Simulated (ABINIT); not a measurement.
The system is BeTe.

```
Te Be
1.0
     0.00000    2.77000    2.77000
     2.77000    0.00000    2.77000
     2.77000    2.77000    0.00000
Te Be
1 1
Cartesian
  4.1550 4.1550 4.1550
  0.0000 0.0000 0.0000
```

Program: ABINIT 10.8.3 (patched build). Alike in all runs: cell as given; smearing fermi-dirac 0.05 eV.

Task: Order these runs on this cell by their band gap on the k mesh, lowest first.
A. level LDA; potentials or basis JTH PAW LDA v2.0; spin SOC, no magnetisation; k mesh 8 × 8 × 8; cutoff (eV) 408; fine-grid cutoff 816.342 eV
B. level PW91; potentials or basis JTH PAW PBE v2.0; spin off; k mesh 8 × 8 × 8; cutoff (eV) 408; fine-grid cutoff 816.342 eV
C. level r2SCAN; potentials or basis JTH PAW PBE v2.0; spin off; k mesh 10 × 10 × 10; cutoff (eV) 490; fine-grid cutoff 979.61 eV

Result: A (1.45 eV), B (1.87 eV), C (2.19 eV).

Caveats: spin-orbit coupling is left out, which moves the levels of the heavy elements (some runs).

A k mesh can miss the band edges.

Runs at the PBE level aren't shown here.
